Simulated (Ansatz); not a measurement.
Relaxed GeTe (alpha-GeTe type, space group R3m):

```yaml
crystal:
  lattice:
    - [4.18701, 2.41737, 7.37359]
    - [0.00000, 2.41737, 7.37359]
    - [2.09351, -1.20869, 7.37359]
  atoms:
    - { symbol: Ge, position: [0.88408, 0.23184, 0.23184] }
    - { symbol: Ge, position: [0.38408, 0.23184, 0.23184] }
    - { symbol: Te, position: [0.61592, 0.76816, 0.76816] }
    - { symbol: Te, position: [0.11592, 0.76816, 0.76816] }
```

The atoms are displaced by Q × the pattern below (from a DFPT mode at T = (0.5, 0.5, 0.5), largest move 1; Q in Å), at fixed cell. (q is in reciprocal vectors of the primitive cell; the cell shown is doubled to hold the pattern.)

```csv
atom,x,y,z
Ge1,0.000,0.000,-0.801
Ge2,0.000,0.000,0.801
Te3,0.000,0.000,-1.000
Te4,0.000,0.000,1.000
```

These are r2SCAN (plane waves to 500 eV, PAW, scalar-relativistic; Ansatz, a first-principles code) values and carry that method's errors. k mesh 10×10×10 (Γ-centred), Fermi-Dirac smearing 0.05 eV. The energy includes the smearing's −TS. GeTe was relaxed with its symmetry unable to fall. Spin-orbit coupling is left out, though Te is heavy. ΔE is measured from the undisplaced structure.

```tsv
Q (Å)	ΔE (meV/cell)
-0.100	36.4
-0.067	16.0
-0.033	4.0
0.000	0.0
0.033	4.0
0.067	16.0
0.100	36.4
```

Question: Which DFPT wavenumber at T = (0.5, 0.5, 0.5) belongs to this mode?
(A) 150 cm⁻¹
(B) 57 cm⁻¹
(C) 75 cm⁻¹
(D) 186 cm⁻¹

Answer: C, 75 cm⁻¹. The curvature of the scan gives 75 cm⁻¹

(For displaced atoms, the force is minus the slope of the energy, and its curvature is a force constant, which sets phonon frequencies.)
